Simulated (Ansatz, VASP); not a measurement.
## Hg in VASP and in Ansatz

```
CELL_PARAMETERS angstrom
0.00000 2.39191 2.39191
2.39191 0.00000 2.39191
2.39191 2.39191 0.00000
ATOMIC_POSITIONS crystal
Hg 0.00000 0.00000 0.00000
```

Alike in both runs: task single point; functional PBE; k mesh 8 × 8 × 8; occupations gaussian, width 0.1 eV; no spin polarisation.

|  | VASP | Ansatz |
| --- | --- | --- |
| version | VASP 6.6.1 | Ansatz 0.2.0 |
| potentials or method | VASP PAW PBE potentials, release 64 (Hg) | scalar-relativistic, plane waves, PAW |
| plane-wave cutoff (eV) | 520 | 420 |
| valence electrons in the cell | 12 | 20 |

VASP gave:

| Item | Value |
| --- | --- |
| gap on the k mesh at the Fermi level (eV) | none |
| pressure (GPa) | 1.9 |

Task: What did Ansatz give for the same quantities?

Result: gap on the k mesh at the Fermi level (eV): none; pressure (GPa): 1.8.

A gap of «none» marks a metal or a gap that the smearing closes. With one functional, cell and mesh, what is left measures potentials, basis and numerics. The two sets of potentials don't hold the same shells in valence.

The runs have no spin-orbit coupling, so splittings on Hg are missing.
